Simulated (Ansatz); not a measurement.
# TiAl: symmetry broken, then relaxed

Theory: DFT LDA, scalar-relativistic, plane waves, PAW in Ansatz 0.2.0. Cutoff 420 eV, Γ-centred 12×12×8 k-points, Gaussian smearing of 0.15 eV. No spin polarisation. Energies are free energies at this smearing, counted from the undisturbed cell; pressure is positive in compression.

Zero of the scan (relaxed at this level; it needn't be the usual structure):

```
Ti Al
1.0
     2.76503    0.00000    0.00000
     0.00000    2.76503    0.00000
     0.00000    0.00000    4.00403
Ti Al
1 1
Direct
  0.00000 0.00000 0.00000
  0.50000 0.50000 0.50000
```

The atoms are displaced (Å, in the unstrained cell):

```
atom ux uy uz
 Ti1   0.068   0.306  -0.277
 Al2  -0.068  -0.306   0.277
```

The cell is strained by (0.0438, 0.0177, 0.0527, -0.0380, -0.0173, 0.0148) (xx, yy, zz, yz, xz, xy; engineering shear). Cell and atoms are then relaxed.

Does the relaxation return to the undisturbed structure?

Yes (up to a choice of domain or origin): same space group and volume, and an energy -0.1 meV/atom from it. The disturbance itself cost 1012.5 meV/atom. The final space group reads P4/mmm (tolerance 0.05 Å) and the volume changes by 0.01 %.

Final structure:

```
Ti Al
1.0
     2.76896   -0.00040    0.00004
    -0.00040    2.76900    0.00006
    -0.00007   -0.00022    3.99294
Ti Al
1 1
Direct
  0.00000 0.99999 0.00000
  0.50000 0.50001 0.50000
```

The relaxation, step by step (energy from the first step; small jumps at an unchanged geometry come where the plane waves are selected anew for the new cell):

| step | ΔE (meV/atom) | largest force component (eV/Å) | pressure (GPa) |
| --- | --- | --- | --- |
| 1 | 0.0 | 4.968 | 11.03 |
| 2 | -697.9 | 2.206 | 6.41 |
| 3 | -959.6 | 0.927 | 6.74 |
| 4 | -1012.4 | 0.006 | -0.34 |
| 5 | -1012.8 | 0.002 | -0.17 |
| 6 | -1012.8 | 0.000 | 0.00 |
| 7 | -1012.6 | 0.000 | -0.03 |